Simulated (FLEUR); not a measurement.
# Sb (I4/mmm) in FLEUR: a series of runs, part 2 of 2

FLEUR MaX-R8.1 (later development tree). Earlier steps stand in the parts before.

## Step 3: Single point, PBE

The input, inp.xml:

```xml
<?xml version="1.0" encoding="UTF-8" standalone="no"?>
<fleurInput fleurInputVersion="0.39">
   <comment>
      Sb                                                                                                  
   </comment>
   <calculationSetup>
      <cutoffs Kmax="5.0" Gmax="25.0" GmaxXC="25.0" numbands="0"/>
      <scfLoop itmax="60" minDistance="0.00001" maxIterBroyd="15" imix="Anderson" alpha="0.05" precondParam="0.0" spinf="2.0" sdNocoIR="T"/>
      <coreElectrons ctail="T" frcor="F" kcrel="0" coretail_lmax="0"/>
      <xcFunctional name="pbe" relativisticCorrections="F"/>
      <magnetism jspins="1"/>
      <soc l_soc="F" theta="0.0" phi="0.0" spav="F"/>
      <expertModes spex="0" secvar="F"/>
      <geometryOptimization l_f="F" forcealpha="1.0" forcemix="BFGS" epsdisp="0.00001" epsforce="0.00001"/>
      <ldaU l_linMix="F" mixParam="0.05" spinf="1.0"/>
   </calculationSetup>
   <cell>
      <bzIntegration valenceElectrons="21.0" mode="hist" fermiSmearingEnergy="0.00183747">
         <kPointListSelection listName="default-1"/>
         <!-- k-points included here -->
         <xi:include xmlns:xi="http://www.w3.org/2001/XInclude" href="kpts.xml"> </xi:include>
      </bzIntegration>
      <!-- symmetry operations included here -->
      <xi:include xmlns:xi="http://www.w3.org/2001/XInclude" href="sym.xml"> </xi:include>
      <bulkLattice scale="1.0">
         <bravaisMatrix>
            <row-1>   -2.9792291704857377     2.9792291704857377     5.1248209019343527</row-1>
            <row-2>    2.9792291704857377    -2.9792291704857377     5.1248209019343527</row-2>
            <row-3>    2.9792291704857377     2.9792291704857377    -5.1248209019343527</row-3>
         </bravaisMatrix>
      </bulkLattice>
   </cell>
   <atomSpecies>
      <species name="Antimony (Sb)" element="Sb" atomicNumber="51">
         <mtSphere radius="2.66" gridPoints="879" logIncrement="0.015"/>
         <atomicCutoffs lmax="13" lnonsphr="8"/>
         <electronConfig flipSpins="F">
            <coreConfig>(1s1/2) (2s1/2) (2p1/2) (2p3/2) (3s1/2) (3p1/2) (3p3/2) (4s1/2) (3d3/2) (3d5/2)</coreConfig>
            <valenceConfig>(4p1/2) (4p3/2) (5s1/2) (4d3/2) (4d5/2) (5p1/2) (5p3/2)</valenceConfig>
            <stateOccupation state="(5p1/2)" spinUp="0.500000" spinDown="0.500000"/>
            <stateOccupation state="(5p3/2)" spinUp="1.000000" spinDown="1.000000"/>
         </electronConfig>
         <energyParameters s="5" p="5" d="5" f="4"/>
         <lo type="SCLO" l="1" n="4" eDeriv="0"/>
         <lo type="SCLO" l="1" n="4" eDeriv="1"/>
         <lo type="SCLO" l="2" n="4" eDeriv="0"/>
         <lo type="SCLO" l="2" n="4" eDeriv="1"/>
         <lo type="SCLO" l="0" n="5" eDeriv="2"/>
         <lo type="SCLO" l="3" n="4" eDeriv="2"/>
      </species>
   </atomSpecies>
   <atomGroups>
      <atomGroup species="Antimony (Sb)">
         <relPos label="                   1">.0000000000 .0000000000 .0000000000</relPos>
         <force calculate="T" relaxXYZ="TTT"/>
      </atomGroup>
   </atomGroups>
   <output dos="F" band="F" slice="F">
      <checks vchk="F" cdinf="F"/>
      <bandDOS minEnergy="-.5*Htr" maxEnergy="0.5*Htr" sigma="0.015" storeEVData="T"/>
      <vacuumDOS vacdos="F" integ="F" star="F" nstars="0" locx1="0.0" locy1="0.0" locx2="0.0" locy2="0.0" nstm="0" tworkf="0.0"/>
      <unfoldingBand unfoldBand="F" supercellX="1" supercellY="1" supercellZ="1"/>
      <plotting iplot="0" polar="F">
         <plot TwoD="T" vec1="  1.0  0.0  0.0" vec2="  0.0  1.0  0.0" vec3="  0.0  0.0  1.0" zero="  0.0  0.0  0.0" file="plot"/>
      </plotting>
      <chargeDensitySlicing numkpt="0" minEigenval="0.0" maxEigenval="0.0" nnne="0" pallst="F"/>
      <specialOutput eonly="F"/>
      <moessbauerParams electricFieldGradient="T" isomerShift="T" coreHyperfine="T" valenceHyperfine="T"/>
      <magneticCircularDichroism mcd="F" energyLo="-10.0" energyUp="0.0"/>
   </output>
  <!-- We include the file relax.xml here to enable relaxations (see documentation) -->
  <xi:include xmlns:xi="http://www.w3.org/2001/XInclude" href="relax.xml"> <xi:fallback/> </xi:include>
</fleurInput>
```

The input, crystal.txt:

```
Sb
&input cartesian=F /
-1.5765401831  1.5765401831  2.7119384313
1.5765401831  -1.5765401831  2.7119384313
1.5765401831  1.5765401831  -2.7119384313
1.8897261246
1.0 1.0 1.0

1
51 0.0000000000  0.0000000000  0.0000000000

&kpt div1=12 div2=12 div3=12 gamma=T /
```

Potentials or basis: all-electron, FLAPW.

Launch:

```sh
$ inpgen -f crystal.txt -profile precise
$ # inp.xml edited to the form shown
$ fleur_MPI
```

What it wrote:

```text
Welcome to FLEUR        (www.flapw.de)
      MaX-Release 8.1          (www.max-centre.eu)

 ========== k-point set info ==========
 Selected k-point list: default-1
 k-point list type: mesh
 12 x 12 x 12
 Number of k points: 163

 ------------Calculation Setup---------------------------
 Number of MPI-tasks      :            1
 Number of PE/node        :            1
 Number of OMP-threads    :            1
 Most efficient MPI parallelization for:
           1         163
 Additional eigenvalue parallelization possible
 Number of basis functions:          447
 Approximate size of matrices (H+S) per k-point:         0.003 GB
 --------------------------------------------------------
 Iteration:     1   Distance:       4.73840641 me/bohr^3
 Iteration:     2   Distance:       4.44069279 me/bohr^3
 Iteration:     3   Distance:       1.23509787 me/bohr^3
 Iteration:     4   Distance:       0.14218054 me/bohr^3
 Iteration:     5   Distance:       0.13243643 me/bohr^3
 Iteration:     6   Distance:       0.01703652 me/bohr^3
 Iteration:     7   Distance:       0.00207351 me/bohr^3
 Iteration:     8   Distance:       0.00178623 me/bohr^3
 Iteration:     9   Distance:       0.00012811 me/bohr^3
 Iteration:    10   Distance:       0.00004940 me/bohr^3
 Iteration:    11   Distance:       0.00002218 me/bohr^3
 Iteration:    12   Distance:       0.00000102 me/bohr^3

 ********************************************************************
 Run finished successfully
 Stop message:
   all done
 ********************************************************************
```

out.xml (last iteration):

```text
<iteration numberForCurrentRun="   12" overallNumber="   12">
         <energyParameters units="Htr">
            <atomicEP atomType="1" spin="1" branch="5s" branchLowest="-4.98" branchHighest="0.54" value="-0.0202043730"/>
            <atomicEP atomType="1" spin="1" branch="5p" branchLowest="-3.25" branchHighest="1.16" value="0.2391513682"/>
            <atomicEP atomType="1" spin="1" branch="5d" branchLowest="-0.72" branchHighest="2.25" value="0.4653940152"/>
            <atomicEP atomType="1" spin="1" branch="4f" branchLowest="-9.99" branchHighest="1.72" value="0.6185115285"/>
            <loAtomicEP atomType="1" spin="1" branch="4p" branchLowest="-27.06" branchHighest="-3.25" value="-3.2579692623"/>
            <loAtomicEP atomType="1" spin="1" branch="4p" branchLowest="-27.06" branchHighest="-3.25" value="-3.2579692623"/>
            <loAtomicEP atomType="1" spin="1" branch="4d" branchLowest="-18.45" branchHighest="-0.72" value="-0.7395281086"/>
            <loAtomicEP atomType="1" spin="1" branch="4d" branchLowest="-18.45" branchHighest="-0.72" value="-0.7395281086"/>
            <loAtomicEP atomType="1" spin="1" branch="5s" branchLowest="-4.98" branchHighest="0.54" value="-0.0202043730"/>
[... 74 lines left out ...]
            <densityEffectivePotentialIntegral value="-10762.3828782306"/>
            <chargeDenXCDenIntegral value="-170.7355990948"/>
            <FockExchangeEnergyValence value="0.0000000000"/>
            <FockExchangeEnergyCore value="0.0000000000"/>
            <atomTypeDependentContributions atomType="1">
               <electronNucleiInteractionDifferentMTs value="7857.2791296038"/>
               <MadelungTerm value="-26.3151155999"/>
            </atomTypeDependentContributions>
            <tkbTimesEntropy value="0.0002031113"/>
            <freeEnergy value="-6483.5726332794"/>
            <extrapolationTo0K value="-6483.5725317237"/>
         </totalEnergy>
         <densityConvergence units="me/bohr^3">
            <chargeDensity spin="1" distance="0.0000010218"/>
         </densityConvergence>
      </iteration>
```

It took 91 s on 1 thread of Arm Neoverse V2, shared host; peak memory 0.11 GiB.

What came out:

```
Free energy                                           : -176426.9992 eV
Band gap on the k mesh                                : none (metal or under the smearing width)
Valence electrons inside the program's atomic spheres : Sb 19.04 (radii Sb 2.66 bohr)
```

Core levels (eV from the Fermi level):
```
atom                                                                                                                                           levels
1 Sb  1s1/2 -30281.6, 2s1/2 -4603.2, 2p1/2 -4306.1, 2p3/2 -4054.2, 3s1/2 -899.2, 3p1/2 -777.8, 3p3/2 -731.3, 4s1/2 -144.5, 3d3/2 -517.0, 3d5/2 -507.4
```

Spin-orbit coupling is left out, which matters for the levels of Sb.

## Step 4: Single point, PBE

Edit inp.xml of step 3 so:

```diff
@@ -6,3 +6,3 @@
    <calculationSetup>
-      <cutoffs Kmax="5.0" Gmax="25.0" GmaxXC="25.0" numbands="0"/>
+      <cutoffs Kmax="4.1" Gmax="12.7" GmaxXC="12.7" numbands="0"/>
       <scfLoop itmax="60" minDistance="0.00001" maxIterBroyd="15" imix="Anderson" alpha="0.05" precondParam="0.0" spinf="2.0" sdNocoIR="T"/>
@@ -35,3 +35,3 @@
          <mtSphere radius="2.66" gridPoints="879" logIncrement="0.015"/>
-         <atomicCutoffs lmax="13" lnonsphr="8"/>
+         <atomicCutoffs lmax="10" lnonsphr="10"/>
          <electronConfig flipSpins="F">
```

crystal.txt is that of step 3.

Launch:

```sh
$ inpgen -f crystal.txt -profile fastHighL
$ # inp.xml edited to the form shown
$ fleur_MPI
```

Run time: 43 s. Hardware: 1 thread of Arm Neoverse V2, shared host; peak memory 0.07 GiB.

It converged, with:

```yaml
Free_energy: -176426.9983 eV
Band_gap_on_the_k_mesh: none (metal or under the smearing width)
Valence_electrons_inside_the_program's_atomic_spheres: Sb 19.04 (radii Sb 2.66 bohr)
```

Levels at points of the mesh, in eV from the Fermi level:
```
           k point  band 7  band 8  band 9  band 10  band 11  band 12  band 13  band 14  band 15  band 16
(0.00, 0.00, 0.00)  -29.32  -29.26  -12.95     4.64     5.43     5.43     9.91    10.56    11.12    11.33
(0.00, 0.00, 0.50)  -29.28  -29.20   -6.65    -4.40    -1.02     0.59     3.49     4.41    15.63    15.76
(0.00, 0.50, 0.00)  -29.28  -29.25   -9.12    -5.80     1.77     5.37     6.22    10.41    10.68    11.33
(0.50, 0.50, 0.50)  -29.27  -29.25   -9.27    -5.67     2.11     2.11     6.01     6.18    21.16    21.29
```

Core levels (eV from the Fermi level):
```tsv
atom	levels
1 Sb	1s1/2 -30281.6, 2s1/2 -4603.2, 2p1/2 -4306.1, 2p3/2 -4054.2, 3s1/2 -899.2, 3p1/2 -777.8, 3p3/2 -731.3, 4s1/2 -144.5, 3d3/2 -517.0, 3d5/2 -507.4
```

The run has no spin-orbit coupling, so splittings on Sb are missing.

## Step 5: Summary

```tsv
inpgen profile	gmax	lmax	lnonsphr	kmax	gap on the mesh (eV)
moderate	22.5 1/bohr	Sb 10	Sb 8	4.5 1/bohr	none
precise	25 1/bohr	Sb 13	Sb 8	5 1/bohr	none
-	12.7 1/bohr	Sb 10	Sb 10	4.1 1/bohr	none
```

Alike in all rows: task single point; level PBE; potentials or basis all-electron, FLAPW; no spin polarisation; cell as given; k mesh 12 × 12 × 12; smearing fermi-dirac 0.05 eV.

Every run on the cell as given and a fine mesh finds a metal.

Compare energies only between runs with the same functional and basis.
